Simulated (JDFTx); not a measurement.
Crystal: PbS (Galena).

```xyz
2
Lattice="0.0000 2.9657 2.9657 2.9657 0.0000 2.9657 2.9657 2.9657 0.0000" Properties=species:S:1:pos:R:3 pbc="T T T"
Pb    0.0000    0.0000    0.0000
S     2.9657    2.9657    2.9657
```

```yaml
Program: JDFTx 1.7.0 (patched build)
Task: relaxation of cell and atoms
Functional: RPBE
Potentials_or_basis: PseudoDojo-SR-PBE-0.4.1-standard (Pb) + PseudoDojo-SR-PBE-0.5-standard (S) with smoothed tails
Cutoff: 762 eV
Density_cutoff: 6095 eV
k_mesh: 8 × 8 × 8
Occupations: fermi-dirac, width 0.05 eV
Spin: no spin polarisation
```

At the start: pressure 4.1 GPa; volume 26.09 Å³/atom.

How do energy, volume and symmetry change on relaxing?

Over 6 steps the energy falls by 23.9 meV/atom and the volume is 28.08 Å³/atom (+7.6 %); space group Fm-3m (No. 225, to 0.05 Å).

Step by step:
| step | energy change (eV) | largest force (eV/Å) | pressure (GPa) | volume (Å³) |
| --- | --- | --- | --- | --- |
| 1 | 0.0000 | 0.0000 | 4.10 | 52.17 |
| 2 | -0.0111 | 0.0000 | 3.54 | 52.64 |
| 3 | -0.0474 | 0.0000 | 0.32 | 55.78 |
| 4 | -0.0478 | 0.0000 | 0.03 | 56.11 |
| 5 | -0.0478 | 0.0000 | 0.00 | 56.15 |
| 6 | -0.0478 | 0.0000 | 0.00 | 56.15 |

Final structure:
```yaml
crystal:
  lattice:
    - [0.00000, 3.03930, 3.03930]
    - [3.03930, 0.00000, 3.03930]
    - [3.03930, 3.03930, 0.00000]
  atoms:
    - { symbol: Pb, position: [0.00000, 0.00000, 0.00000] }
    - { symbol: S, position: [0.50000, 0.50000, 0.50000] }
```

Caveat: the plane waves are those of the starting cell, so after so large a change of volume the result is rough; the potentials were made for another functional, which shifts forces and pressure.
